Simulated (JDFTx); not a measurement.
Input of a JDFTx 1.7.0 (patched build) run:

File HgSe.in:

```
include HgSe.lattice
coords-type Lattice
include HgSe.ionpos

ion-species pseudo/Hg.upf
ion-species pseudo/Se.upf
elec-cutoff 43 344
elec-ex-corr lda-PW
kpoint-folding 8 8 8
elec-smearing Gauss 0.00091873305
elec-n-bands 25
electronic-SCF nIterations 100 energyDiffThreshold 1e-09
electronic-minimize nIterations 30 energyDiffThreshold 1e-7
converge-empty-states yes
forces-output-coords Cartesian

dump-name run.$VAR
dump End Ecomponents EigStats BandEigs Kpoints Forces Stress
```

HgSe.lattice

```
lattice \
    0.0000000000     5.7428776927     5.7428776927 \
    5.7428776927     0.0000000000     5.7428776927 \
    5.7428776927     5.7428776927     0.0000000000
```

The input HgSe.ionpos:

```
ion Hg     0.0000000000     0.0000000000     0.0000000000 1
ion Se     0.2500000000     0.2500000000     0.2500000000 1
```

Potentials or basis: PseudoDojo-SR-LDA-0.4.1-standard with smoothed tails.

Run with:

```sh
$ jdftx -c 1 -i HgSe.in -o HgSe.out
```

Problem. What does it give for the pressure?

Solution. -0.5 GPa.

Problem. Estimate the band gap on the k mesh.

Solution. None (metal or under the smearing width).

The run has no spin-orbit coupling, so splittings on Hg are missing.
